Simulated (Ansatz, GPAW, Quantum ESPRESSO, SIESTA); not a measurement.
Sb: 4 runs at one level of theory

```
Sb
1.0
    -4.03001    4.03001    2.02549
     4.03001   -4.03001    2.02549
     4.03001    4.03001   -2.02549
Sb
4
Direct
  0.65126 0.15126 0.80253
  0.15126 0.34874 0.50000
  0.34874 0.84874 0.19747
  0.84874 0.65126 0.50000
```

This isn't the form of Sb at room conditions, which is rhombohedral.

Alike in all runs: task single point; functional PBEsol; k mesh 7 × 7 × 7; occupations fermi-dirac, width 0.05 eV; no spin polarisation; no spin-orbit coupling. Pressure is positive in compression and, in plane waves, holds the error of the finite cutoff.

```json
{"program and potentials": "Ansatz, all-electron LAPW, scalar-relativistic", "plane-wave cutoff (eV)": "-", "notes": "-", "pressure (GPa)": "-0.73"}
{"program and potentials": "SIESTA, files PseudoDojo sr-pbesol-0.4.1-standard, DZP (energy shift 0.003 Ry; two zetas on semicore shells)", "plane-wave cutoff (eV)": "-", "notes": "atomic basis", "pressure (GPa)": "0.80"}
{"program and potentials": "Quantum ESPRESSO, GBRV 1.5 PBEsol", "plane-wave cutoff (eV)": "612", "notes": "-", "pressure (GPa)": "-0.87"}
{"program and potentials": "GPAW, PAW data sets generated for this functional", "plane-wave cutoff (eV)": "600", "notes": "-", "pressure (GPa)": "-1.02"}
```

Force on atom 1 (Sb), eV/Å:

```tsv
program and potentials	x	y	z
Ansatz, all-electron LAPW, scalar-relativistic	-0.031	-0.031	0.000
SIESTA, files PseudoDojo sr-pbesol-0.4.1-standard, DZP (energy shift 0.003 Ry; two zetas on semicore shells)	0.052	0.052	0.000
Quantum ESPRESSO, GBRV 1.5 PBEsol	-0.028	-0.028	0.000
GPAW, PAW data sets generated for this functional	-0.035	-0.035	0.000
```

The pressure spans -1.02 (GPAW, PAW data sets generated for this functional) to 0.80 GPa (SIESTA, files PseudoDojo sr-pbesol-0.4.1-standard, DZP (energy shift 0.003 Ry; two zetas on semicore shells)), with all-electron results at -0.73. The pressure on the cell as given of SIESTA, files PseudoDojo sr-pbesol-0.4.1-standard, DZP (energy shift 0.003 Ry; two zetas on semicore shells) lies far from the others; the cause wasn't traced. Rows in atomic bases carry the error of their basis and grid, which can be large.

Differences between rows come from potentials, basis sets and numerical settings, since the functional is the same but for its coding. Runs on potential files found faulty are left out.
